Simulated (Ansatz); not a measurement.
# GaSb (Immm) in Ansatz: a series of runs

Runs on GaSb. Level: LDA. Tasks: band structure.

Everything below comes from runs of Ansatz 0.2.0. Logs are shortened: lines on timing, memory, paths and dates and some standing lists are left out, and cuts for length are marked.

## Step 1: Starting point

Symmetry: Immm, No. 71, orthorhombic system. Conventional cell: a = 3.112 Å, b = 5.350 Å, c = 5.787 Å, α = 90.00°, β = 90.00°, γ = 90.00°. Around Sb (site symmetry mmm) lie 6 Ga at 2.89 to 3.09 Å and 2 Sb at 3.11 Å. Ga (site symmetry mmm) has 6 Sb at 2.89 to 3.09 Å and 2 Ga at 3.11 Å as nearest neighbours.

Measurements of this composition are mostly on another form, of space group No. 216.

## Step 2: Band structure, LDA

File input.yaml:

```yaml
crystal:
  lattice:
    - [-1.555901, 2.675003, 2.893313]
    - [1.555901, -2.675003, 2.893313]
    - [1.555901, 2.675003, -2.893313]
  atoms:
    - { symbol: Sb, position: [0.5, 0.5, 0.0] }
    - { symbol: Ga, position: [0.0, 0.0, 0.0] }
kpoints:
  mp_grid: { grid: [7, 7, 7] }
  band_path:
    path:
      - [0.0, 0.0, 0.0]
      - [-0.322295804, 0.322295804, 0.322295804]
      - [-0.2859924563, 0.2859924563, 0.3585991517]
      - [0.0, 0.0, 0.5]
      - [0.25, 0.25, 0.25]
      - [0.0, 0.5, 0.0]
      - [0.322295804, 0.677704196, -0.322295804]
      - [0.5, 0.5, -0.5]
    npoints: 10
scf:
  occupations: { method: fermi_dirac, width: 0.05 }
hamiltonian:
  xc: lda
  pseudopotentials: { kind: all_electron, lapw: { basis_error: 0.001 } }
output:
  forces: true
  stress: true
  eigenvalues: true
```

Potentials or basis: all-electron LAPW, scalar-relativistic.

Run with:

```console
ansatz run input.yaml --threads 1 --pin off --max-ram 3072MiB --backend cpu --events-out ev --progress --plain --runs-dir out
```

What it wrote:

```text
Warning: RAYON_NUM_THREADS=1 ignored (pool sized by the plan → 1); use --threads N
LAPW: plane waves up to 7.649 Å⁻¹, error target 1.0e-3 eV per atom; small_component_spin mean_spin; Ga in spheres of 1.421 Å, 21 of its electrons in bands, Dirac shells []; Sb in spheres of 1.473 Å, 23 of its electrons in bands, Dirac shells [] (how accurate: hamiltonian.pseudopotentials.lapw.basis_error, Limitations)
Engine: ansatz 0.2.0, aarch64-unknown-linux-gnu
Pseudopotentials: kind: all_electron
Pseudopotential: Sb, LAPW, valence charge 23, lapw/all_electron/scalar/gaussian/Sb, Koelling and Harmon's equation, gaussian nucleus
Pseudopotential: Ga, LAPW, valence charge 21, lapw/all_electron/scalar/gaussian/Ga, Koelling and Harmon's equation, gaussian nucleus
Functional definition: SPW92
  exchange = slater_x
  correlation = pw_c
Crystal: 2 atoms, lattice volume = 48.168 Å³
Basis set: ecut = 222.8961011600709 eV, 367 PW (Γ), FFT grids on a1, a2+a3, a3, exchange–correlation at level 2
Bands: 27, of which v1, the nominal top of the filled ones, is band 22 counted from 1 (21 counted from 0)
Symmetry: 8 space group operations
Space group: Immm (ITA 71), of the structure as read, at distance tolerance 3.6e-5 Å
k-points: 64 of 343
Non-local potential: Sb, projectors of the file, none
Non-local potential: Ga, projectors of the file, none
Initial density: superposition of atomic densities (chi_scale 0.1, normalization cell, long waves kept (reshape's long-wave potential 0.00 eV rms))
Initial wavefunctions: plane waves of lowest kinetic energy (no species holds an atomic orbital)
Functional: x = slater, c = lda
iter 1 solved again at ethr=7.44e-5 eV; its pass at ethr=1.00e-1 eV (dr2=3.27e-2 eV) is discarded
SCF iter   1: F=—  HF=-229043.585415 eV  |F-HF|=—  |Δ(HF+E_count)|=         —  Δρ=9.83e-3  dr2=3.29e-2  ethr=7.44e-5  ⟨swp⟩=3.0  Hψ=11702  notcnv=0
preconditioner: auto → Kerker (q_TF=auto, 2.687 Å⁻¹)  [metal: Δε(μ)=0.052 eV  Ē_g=14.899 eV  σ=0.050 eV  W_gap=0.24  n_scr=16 (ndim 8)  ℏωp=22.7 eV  f_vac=0.000  D(μ)=0.55/eV (n_scr^D=0)]
SCF iter   2: F=—  HF=-229043.552545 eV  |F-HF|=—  |Δ(HF+E_count)|=   3.29e-2  Δρ=6.12e-3  dr2=1.35e-2  ethr=7.44e-5  ⟨swp⟩=2.0  Hψ=5266  notcnv=0
SCF iter   3: F=—  HF=-229043.548055 eV  |F-HF|=—  |Δ(HF+E_count)|=   4.49e-3  Δρ=4.03e-3  dr2=6.44e-3  ethr=3.07e-5  ⟨swp⟩=2.0  Hψ=5060  notcnv=0
SCF iter   4: F=—  HF=-229043.546908 eV  |F-HF|=—  |Δ(HF+E_count)|=   1.15e-3  Δρ=1.70e-3  dr2=1.29e-3  ethr=1.46e-5  ⟨swp⟩=2.0  Hψ=5062  notcnv=0
SCF iter   5: F=—  HF=-229043.546908 eV  |F-HF|=—  |Δ(HF+E_count)|=   1.51e-7  Δρ=5.68e-4  dr2=1.87e-4  ethr=2.93e-6  ⟨swp⟩=2.0  Hψ=5061  notcnv=0
iter 6 solved again at ethr=3.21e-8 eV; its pass at ethr=4.25e-7 eV (dr2=1.41e-5 eV) is discarded
SCF iter   6: F=—  HF=-229043.546837 eV  |F-HF|=—  |Δ(HF+E_count)|=   7.12e-5  Δρ=1.55e-4  dr2=1.41e-5  ethr=3.21e-8  ⟨swp⟩=2.0  Hψ=8591  notcnv=0
SCF iter   7: F=—  HF=-229043.546835 eV  |F-HF|=—  |Δ(HF+E_count)|=   1.29e-6  Δρ=4.96e-5  dr2=1.69e-6  ethr=3.21e-8  ⟨swp⟩=2.0  Hψ=5062  notcnv=0
SCF iter   8: F=-229043.546836 eV  HF=-229043.546836 eV  |F-HF|=4.37e-8  |Δ(HF+E_count)|=   1.88e-7  Δρ=1.21e-5  dr2=9.92e-8  ethr=3.85e-9  ⟨swp⟩=2.0  Hψ=5062  notcnv=0
SCF 1 converged in 8 iterations: F = -229043.546836 eV  dr2 = 9.92e-8
NSCF: frozen V_eff on 71 k-points
SCF converged after 8 iterations
Free energy (F): -229043.546836 eV
Harris-Foulkes:  -229043.546836 eV  (|F-HF|=4.37e-8)
Internal energy: -229043.542562 eV  (E = F + TS)
E sigma→0 (E₀):  -229043.544699 eV
Entropy (-TS):   -0.004273 eV (-2.137 meV/atom)
Fermi energy:    12.031528 eV
--- Per-component energies (eV) ---
  E_band       = -1661.743485
  E_kinetic    = 239503.784819
  E_xc         = -6474.783104
  E_electrostatic = -462072.544277  (all electrons and nuclei)
  E_smearing   = -0.004273  (= −TS)
  E_closure    = 0.000000  (closes the sum)
  E_atoms      = -229035.201250  (free atoms, spherical and without spin; not in F)
  Σ components = -229043.546836   (vs F -229043.546836, Δ=0.00e0)
  Basis errors (estimates in eV, not in F): energy 3.2e-4 per atom: plane waves 3.0e-4 (1.6e-4 summed), levels above the bands 2.1e-58, relativity 1.5e-9, radial functions 2.1e-5, core shells 2.8e-9; eigenvalues (radial functions only) 3.6e-6; not estimated: angular momenta, meshes, grids; target (lapw.basis_error) 1.0e-3; muffin-tin radii Ga 1.421 Å, Sb 1.473 Å
--- Forces (eV/Å), atoms counted from 1 ---
  atom   1  Sb     0.00000000     0.00000000     0.00000000
  atom   2  Ga     0.00000000     0.00000000     0.00000000
  max |Σ_I F_I| component: 0.00e0 eV/Å
--- Stress (GPa, compression-positive) ---
       -4.030331       0.000000       0.000000
        0.000000      -4.553732       0.000000
        0.000000       0.000000      -5.375157
  P = ⅓ Tr σ = -4.6531 GPa (-46.531 kbar)
--- Band table (eV; the first three rows and the last of 64) ---
  k-point 0: bands = ["-131.5197", "-130.7816", "-84.6673", "-84.6417", "-84.6228", "-82.0170", "-82.0127", "-81.9784", "-16.7931", "-16.6806", "-16.6708", "-16.6689", "-16.6616", "-2.9110", "-2.8154", "-2.8145", "-2.7986", "-2.7667", "0.1032", "8.7326", "9.9406", "10.3795", "15.5492", "17.3645", "18.1527", "19.5032", "20.0448"]
  k-point 1: bands = ["-131.5197", "-130.7816", "-84.6679", "-84.6417", "-84.6228", "-82.0172", "-82.0127", "-81.9784", "-16.7629", "-16.6901", "-16.6708", "-16.6702", "-16.6667", "-2.8819", "-2.8184", "-2.8117", "-2.8106", "-2.7782", "0.5129", "8.1127", "10.2892", "11.3688", "14.9006", "16.2947", "16.9784", "18.5179", "18.5863"]
  k-point 2: bands = ["-131.5196", "-130.7816", "-84.6691", "-84.6416", "-84.6227", "-82.0176", "-82.0127", "-81.9783", "-16.7116", "-16.6949", "-16.6912", "-16.6686", "-16.6620", "-2.8530", "-2.8217", "-2.8092", "-2.8090", "-2.7963", "1.7234", "7.9214", "10.2409", "11.1132", "12.6832", "14.8522", "16.9471", "16.9586", "19.1847"]
  k-point 63: bands = ["-131.5197", "-130.7816", "-84.6679", "-84.6417", "-84.6228", "-82.0172", "-82.0127", "-81.9784", "-16.7627", "-16.6883", "-16.6752", "-16.6686", "-16.6566", "-2.8811", "-2.8769", "-2.8098", "-2.7862", "-2.7746", "2.7757", "6.3409", "7.3428", "7.6678", "12.7581", "20.0814", "20.9228", "21.7590", "22.5210"]
```

Wall time 19 s (1 thread of Arm Neoverse V1, shared host); peak memory 0.37 GiB.

Results:

```
Free energy             : -229043.5468 eV
Pressure                : -4.7 GPa
Band gap along the path : none (metal or under the smearing width)
```

Levels at the corners of the path, in eV from the Fermi level:
```csv
point,band 20,band 21,band 22,band 23,band 24,band 25,band 26,band 27
Γ,-3.30,-2.09,-1.65,3.52,5.33,6.12,7.47,8.01
X,-5.02,-3.19,-2.93,-2.61,3.42,4.82,7.08,9.36
L,-5.01,-3.32,-3.17,-2.11,3.14,5.12,6.91,9.58
T,-4.93,-3.08,-2.00,-1.66,3.46,3.84,6.43,7.57
W,-4.94,-4.41,-3.11,2.80,4.06,4.44,5.11,7.14
R,-5.98,-1.98,-0.43,-0.21,1.17,2.83,3.73,9.01
X1,-5.02,-3.19,-2.93,-2.61,3.42,4.82,7.08,9.36
Z,-5.95,-5.00,-4.71,3.29,7.34,9.51,10.14,10.16
```

Caveat: the k mesh is thin for a metal, which can move the energy by tens of meV per atom; spin-orbit coupling is left out, which moves the levels of the heavy elements.

## Step 3: Band structure, LDA, spin-orbit coupling, no magnetisation

input.yaml: that of step 2 with these lines changed.

```diff
@@ -26,2 +26,5 @@
   pseudopotentials: { kind: all_electron, lapw: { basis_error: 0.001 } }
+magnetization:
+  noncollinear: true
+  spin_orbit: true
 output:
```

Potentials or basis: all-electron LAPW, relativistic spinors.

Run with:

```console
ansatz run input.yaml --threads 1 --pin off --max-ram 3072MiB --backend cpu --events-out ev --progress --plain --runs-dir out
```

Wall time 3 min (1 thread of Arm Neoverse V1, shared host); peak memory 0.57 GiB.

The run converged. Its results:

* Free energy: -229101.5634 eV
* Pressure: -4.5 GPa
* Band gap along the path: none (metal or under the smearing width)

Stress tensor (GPa, compression positive):
```
-3.97  0.00  0.00
 0.00 -4.35  0.00
 0.00  0.00 -5.29
```

Levels at the corners of the path, in eV from the Fermi level:
| point | band 43 | band 44 | band 45 | band 46 | band 47 | band 48 | band 49 | band 50 |
| --- | --- | --- | --- | --- | --- | --- | --- | --- |
| Γ | -1.60 | -1.60 | 3.52 | 3.52 | 5.24 | 5.24 | 6.14 | 6.14 |
| X | -2.93 | -2.93 | -2.56 | -2.56 | 3.40 | 3.40 | 4.83 | 4.83 |
| L | -3.13 | -3.13 | -2.10 | -2.10 | 3.13 | 3.13 | 5.13 | 5.13 |
| T | -2.08 | -2.08 | -1.59 | -1.59 | 3.46 | 3.46 | 3.83 | 3.83 |
| W | -3.11 | -3.11 | 2.75 | 2.75 | 4.06 | 4.06 | 4.46 | 4.46 |
| R | -0.43 | -0.43 | -0.21 | -0.21 | 1.17 | 1.17 | 2.84 | 2.84 |
| X1 | -2.93 | -2.93 | -2.56 | -2.56 | 3.40 | 3.40 | 4.83 | 4.83 |
| Z | -4.69 | -4.69 | 3.27 | 3.27 | 7.34 | 7.34 | 9.39 | 9.39 |

Caveat: the k mesh is thin for a metal, which can move the energy by tens of meV per atom.
